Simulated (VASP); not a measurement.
# Te (P3_121) in VASP: notebook, part 2 of 2

VASP 6.6.1.

## 4. G0W0 quasiparticle levels, PBE

POSCAR reads:

```
Te
1.0
    4.4540000000      0.0000000000      0.0000000000
   -2.2270000000      3.8572771485      0.0000000000
    0.0000000000      0.0000000000      5.9240000000
Te
3
Direct
    0.7310000000      0.7310000000      0.0000000000
    0.0000000000      0.2690000000      0.6666666667
    0.2690000000      0.0000000000      0.3333333333
```

INCAR.step1 reads:

```
PREC     = Accurate       # precision mode
ENCUT    = 450            # plane-wave cutoff, eV
EDIFF    = 1E-8           # SCF threshold, eV
ISMEAR   = 0              # smearing method
SIGMA    = 0.01           # smearing width, eV
LREAL    = False          # projectors in reciprocal space
LASPH    = True           # aspherical terms in the spheres
NELM     = 60             # most SCF steps
ALGO     = Normal         # electronic algorithm
LWAVE    = True           # write WAVECAR
LCHARG   = False          # write CHGCAR
GGA      = PE             # functional
```

INCAR.step2 reads:

```
PREC     = Accurate       # precision mode
ENCUT    = 450            # plane-wave cutoff, eV
EDIFF    = 1E-8           # SCF threshold, eV
ISMEAR   = 0              # smearing method
SIGMA    = 0.01           # smearing width, eV
LREAL    = False          # projectors in reciprocal space
LASPH    = True           # aspherical terms in the spheres
NELM     = 1              # most SCF steps
ALGO     = Exact          # electronic algorithm
LWAVE    = True           # write WAVECAR
LCHARG   = False          # write CHGCAR
GGA      = PE             # functional
NBANDS   = 567            # bands
LOPTICS  = True           # frequency-dependent dielectric function
ISTART   = 1
```

INCAR.step3 reads:

```
PREC     = Accurate       # precision mode
ENCUT    = 450            # plane-wave cutoff, eV
EDIFF    = 1E-8           # SCF threshold, eV
ISMEAR   = 0              # smearing method
SIGMA    = 0.01           # smearing width, eV
LREAL    = False          # projectors in reciprocal space
LASPH    = True           # aspherical terms in the spheres
ALGO     = EVGW0          # electronic algorithm
LWAVE    = False          # write WAVECAR
LCHARG   = False          # write CHGCAR
GGA      = PE             # functional
NELMGW   = 1            
NBANDS   = 567            # bands
ENCUTGW  = 180            # cutoff of the response function
NOMEGA   = 50             # frequency points
PRECFOCK = Fast         
ISTART   = 1            
NBANDSGW = 17
```

KPOINTS reads:

```
Automatic mesh
0
Gamma
  4 4 2
```

Potentials or basis: VASP PAW PBE potentials, release 64 (Te_GW).

The run is started by

```bash
> cat potpaw_PBE.64/Te_GW/POTCAR > POTCAR
> cp INCAR.step1 INCAR
> mpirun -np 1 vasp_std > vasp.out
> cp INCAR.step2 INCAR
> mpirun -np 1 vasp_std > vasp.out
> cp INCAR.step3 INCAR
> mpirun -np 1 vasp_std > vasp.out
```

OUTCAR:

```text
PREC = Accurate
   ENCUT = 450
   EDIFF = 1E-8
   ISMEAR = 0
   LREAL = False
   LASPH = True
   GGA = PE
   NELMGW = 1
   ENCUTGW = 180
   PRECFOCK = Fast
   ISTART = 1

 ion  position               nearest neighbor table
   1  0.731  0.731  0.000-   3 2.86   2 2.86   3 3.47   2 3.47   2 3.47   3 3.47
   2  0.000  0.269  0.667-   1 2.86   3 2.86   1 3.47   1 3.47   3 3.47   3 3.47
   3  0.269  0.000  0.333-   1 2.86   2 2.86   1 3.47   1 3.47   2 3.47   2 3.47

  LATTYP: Found a hexagonal cell.
 ALAT       =     4.4540000000
 C/A-ratio  =     1.3300404131

  Lattice vectors:

 A1 = (   4.4540000000,   0.0000000000,   0.0000000000)
 A2 = (  -2.2270000000,   3.8572771485,   0.0000000000)
 A3 = (   0.0000000000,   0.0000000000,   5.9240000000)

Analysis of symmetry for initial positions (statically):
=====================================================================
 Subroutine PRICEL returns:
 Original cell was already a primitive cell.

 Routine SETGRP: Setting up the symmetry group for a
 hexagonal supercell.
[... 130 lines left out ...]
   LORBIT       =      0    0 simple, 1 ext, 2 COOP (PROOUT), +10 PAW based schemes
   GGA     = PE    functional components
   LHFCALC =     T    Hartree Fock is set to
   PRECFOCK=fast      Normal, Fast or Accurate (Low or Medium for compatibility)
   ENCUT4O =  -1.0   cutoff for four orbital integrals eV
   NKREDX  =     1    reduce k-point grid by
   NKREDY  =     1    reduce k-point grid by
   NKREDZ  =     1    reduce k-point grid by
   AEXX    =    1.0000 exact exchange contribution
   HFSCREEN=    0.0000 screening length (either q_TF or 0.3 A-1)
   HFSCREENC=   0.0000 screening length for correlation (either q_TF or 0.3 A-1)
   ENCUTFOCK=  -1.0 apply spherical cutoff to Coloumb kernel
   IVDW    =     0    specifies the selected vdW correction
   LEPSILON=     F    determine dielectric tensor
   LRPA    =     F    only Hartree local field effects (RPA)
   LRPAFORCE           =     F    calculate RPA forces
   ENCUTGW             = 180.0    cutoff for response function in eV
   ENCUTGWSOFT         = 144.0    soft cutoff for Coulomb kernel in GW response function in eV
   ENCUTLF             =  -1.0    cutoff for local field effects
   NELMGW              =     1    number of iterations in solving QP/BSE equation
   NELMHF              =     1    number of iterations in the inner HF iteration
   NKREDLFX            =     1    NKREDLFY  =   1   NKREDLFZ  =   1
 non-spin polarized calculation
 Gauss-broadening in eV      SIGMA  =   0.01
  energy-cutoff  :      450.00
  volume of cell :      101.78
 maximum number of plane-waves:      2226
 NGX is ok and might be reduce to    32
  NGX = 18; NGY = 18; NGZ = 24
   NGX = 15   NGY = 15   NGZ = 21
 maximum number of plane-waves:       569

 QP shifts <psi_nk| G(iteration)W_0 |psi_nk>: iteration 1
 for sc-GW calculations column KS-energies equals QP-energies in previous step
 and V_xc(KS)=  KS-energies - (<T + V_ion + V_H > + <T+V_H+V_ion>^1  + <V_x>^1)

 k-point   1 :       0.0000    0.0000    0.0000
  band No.  KS-energies  QP-energies   sigma(KS)   V_xc(KS)     V^pw_x(r,r')   Z            occupation Imag(sigma)

      1      -7.6566      -7.6875     -10.8620     -10.8110     -17.6900       0.6049       2.0000       1.0238
      2      -4.3568      -4.5898     -11.6426     -11.2905     -16.5340       0.6616       2.0000       0.5940
      3      -4.3568      -4.5898     -11.6426     -11.2905     -16.5340       0.6616       2.0000       0.5940
      4       2.8986       2.4495     -11.0409     -10.4046     -12.7590       0.7059       2.0000      -0.0220
      5       3.2075       2.8088     -11.3128     -10.7564     -12.5921       0.7167       2.0000      -0.0690
      6       3.2075       2.8088     -11.3128     -10.7564     -12.5921       0.7167       2.0000      -0.0690
[... 143 lines left out ...]
      3      -3.9105      -4.1535     -11.6311     -11.2688     -16.3090       0.6708       2.0000       0.5870
      4       0.7928       0.3548     -10.4197      -9.7916     -13.3219       0.6974       2.0000       0.2417
      5       1.2025       0.7729     -10.2995      -9.6832     -13.1129       0.6971       2.0000       0.2262
      6       1.5336       1.0977     -10.5388      -9.9138     -13.1344       0.6974       2.0000       0.1519
[... 9 lines left out ...]
     16      12.6573      12.4071      -8.5007      -8.1630      -3.3793       0.7408       0.0000      -0.3071
     17      14.8727      14.7260      -9.0916      -8.8945      -3.4374       0.7442       0.0000      -0.5135
```

It took 9.9 min on 1 thread of Intel Xeon 6975P-C (Granite Rapids), shared host; peak memory 1.3 GiB.

What came out:

| Property | Result |
| --- | --- |
| Band gap on the k mesh, mean-field level | 0.67 eV, indirect (least direct gap 0.94 eV) |
| Quasiparticle gap | 0.90 eV |
| Least direct quasiparticle gap | 1.21 eV |

Caveat: the k mesh is coarse (spacing up to 0.53 Å⁻¹), so the values aren't converged; bands, screening cutoff and mesh are small and nothing is extrapolated, so the quasiparticle values aren't converged; spin-orbit coupling is left out, which moves the levels of the heavy elements. A k mesh can miss the band edges.

## 5. Overview

| task | level | potentials or basis | k mesh | cutoff (eV) | smearing | grid for exact exchange (PRECFOCK) | exchange at q = 0 | share of exact exchange | screening parameter | GW scheme | mesh quality | pressure (GPa) | largest force (eV/Å) |
| --- | --- | --- | --- | --- | --- | --- | --- | --- | --- | --- | --- | --- | --- |
| band structure | PBE-EpsX | VASP PAW PBE potentials, release 64 (Te) | 4 × 4 × 4 | 520 | gaussian 0.02 eV | Fast | truncated | 0.0203 | - | - | not flagged | 1.2 | 0.10 |
| band structure | HSE06 | VASP PAW PBE potentials, release 64 (Te) | 4 × 4 × 4 | 520 | gaussian 0.02 eV | Fast | - | - | 0.2 1/A | - | not flagged | -0.8 | 0.33 |
| G0W0 quasiparticle levels | PBE | VASP PAW PBE potentials, release 64 (Te_GW) | 4 × 4 × 2 | 450 | gaussian 0.01 eV | - | - | - | - | G0W0 | coarse | - | - |

Alike in all rows: no spin polarisation; cell as given.

Caveats: some runs use coarse meshes; spin-orbit coupling is left out, which moves the levels of the heavy elements; the PAW data sets were made with another functional, which shifts forces and pressure a little (some runs); bands, screening cutoff and mesh are small and nothing is extrapolated, so the quasiparticle values aren't converged (some runs).

Absolute energies hang on the potentials; compare differences alone.
